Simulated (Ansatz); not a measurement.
Sb₂Te₃ (Bi2Te3 type, space group R-3m)

```
Sb2Te3
1.0
    2.13805     1.23440     9.94161
   -2.13805     1.23440     9.94161
    0.00000    -2.46881     9.94161
Sb Te
2 3
Direct
  0.39906   0.39906   0.39906
  0.60094   0.60094   0.60094
  0.00000   0.00000   0.00000
  0.21017   0.21017   0.21017
  0.78983   0.78983   0.78983
```

The volume is varied about the relaxed value V₀ at fixed cell shape. The atoms relax within the cell's symmetry.

Calculation: PBE-D3(BJ) (plane waves to 420 eV, PAW, scalar-relativistic; Ansatz, an electronic-structure program). k mesh 9×9×9 (Γ-centred), Fermi-Dirac smearing 0.05 eV. E stands for the smeared free energy. Stress and pressure are positive under compression. With the shape held, the modulus is that of even scaling; a crystal free to change shape is softer. Sb2Te3 was relaxed with its symmetry unable to fall. Spin-orbit coupling is left out, though Sb and Te are heavy. The zero of ΔE is the relaxed starting cell.

```tsv
V (Å³/atom)	ΔE (meV/atom)
29.597	16.9
29.974	withheld
30.352	5.7
30.730	2.5
31.108	0.6
31.486	0.0
31.864	0.6
32.241	2.2
32.619	4.7
32.997	8.2
33.375	12.4
```

Fit a third-order Birch-Murnaghan form (E₀, V₀, B₀, B₀′ free) to the given rows and predict ΔE at V = 29.974.

Least squares on the 10 given rows: ΔE = E₀ + (9V₀B₀/16)·y²·[2 + (B₀′ − 4)y], y = (V₀/V)^(2/3) − 1, with V₀ = 31.486 Å³/atom, B₀ = 40.71 GPa (160.2 GPa = 1 eV/Å³; the term in eV is multiplied by 1000), B₀′ = 6.74, E₀ = 0.02 meV/atom; root-mean-square residual 0.02 meV/atom. At 29.974 the fit gives 10.5 meV/atom; the calculation gives 10.5 meV/atom, the same to the digits shown. For the pressure the fit gives 2.36 GPa against the computed 2.34 GPa.

(A scan under strain: stresses follow from slopes of the energy per volume, elastic moduli from its curvatures.)
